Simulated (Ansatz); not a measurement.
Zn, DFT, PBE, PAW with Ansatz's default frozen-core files, scalar-relativistic (Ansatz 0.2.0), run on 1 thread of Arm Neoverse V1 on a shared host.

The cell is COD entry 9008522, as deposited and not checked against the literature; nothing was relaxed. The listed cell was then made from it by scaling, straining or moving an atom.

Command: `ansatz run input.yaml --threads 1 --pin off --max-ram 3072MiB --backend cpu --events-out ev --progress --plain --runs-dir out`

```yaml
crystal:
  lattice:
    - [2.6647980532, 0.0, 0.0]
    - [-1.3323990266, 2.30778281, 0.0]
    - [0.0, 0.0, 4.996167]
  atoms:
    - { symbol: Zn, position: [0.3333333333, 0.6666666667, 0.25] }
    - { symbol: Zn, position: [0.6666666667, 0.3333333333, 0.75] }
kpoints:
  mp_grid: { grid: [18, 18, 8] }
scf:
  occupations: { method: fermi_dirac, width: 0.03 }
hamiltonian:
  xc: pbe
  pseudopotentials: { kind: paw }
output:
  forces: true
  stress: true
  eigenvalues: true
  efg: { contact_densities: true }
  write_density: true
  write_potential: true
  elf: true
  volumetric_format: npy
```

**Question.** How large is the problem that the program sets up?

**Answer.** 185 irreducible k-points, 623 plane waves at Γ, 16 bands.

**Question.** Estimate the wall time and the peak memory.

**Answer.** 7.2 s of wall time for 6 SCF iterations, with a peak of 0.38 GiB. Times on shared machines scatter by tens of per cent.

**Question.** And the same cell and mesh by all-electron PAW (datasets made for this crystal), asked for forces, stress, eigenvalues, efg, on the same hardware?

**Answer.** 17 s, peak memory 0.51 GiB.
